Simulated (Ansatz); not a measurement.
## Ligand exchange: C3H7Br + C2H7MgN → C3H9N + C2H5BrMg

Species: C3H7Br (1-bromopropane) `CCCBr`, singlet; C2H7MgN `C[CH2][Mg][NH2]`, singlet; C3H9N (propylamine) `CCCN`, singlet; C2H5BrMg `C[CH2][Mg][Br]`, singlet. The partners trade Br for NH2: C–Br and Mg–NH2 bonds give way to C–NH2 and Mg–Br.

Shapes, held fixed at every level: PBE0-D4/def2-TZVP. Flexible molecules stand in one conformer, not always the lowest. Programs: Ansatz 0.2.0. Electronic energies: no zero-point or thermal term.

```csv
level,kind,ΔE (kJ/mol),less CCSD(T)/def2-TZVPP
HF/def2-TZVPP,Hartree–Fock,-161.4,-32.2
r2SCAN-D4/def2-TZVPP,meta-GGA,-135.4,-6.2
B3LYP-D4/def2-TZVPP,global hybrid,-130.5,-1.3
PBE0-D4/def2-TZVPP,global hybrid,-138.8,-9.6
wB97M-V/def2-TZVPP,range-separated hybrid,-134.3,-5.1
MP2/def2-TZVPP,perturbation theory,-124.9,+4.3
CCSD(T)/def2-TZVPP,coupled cluster or CI,-129.2,0.0
```

The highest level, CCSD(T)/def2-TZVPP, gives ΔE = -129.2 kJ/mol; the levels span -161.4 to -124.9. The column of differences is taken from that level and isn't an error. No measured value is set beside it here. Relativity is left out for Br. Outer-core shells of Br, Mg are correlated in most correlated rows, in sets that cover them unevenly.
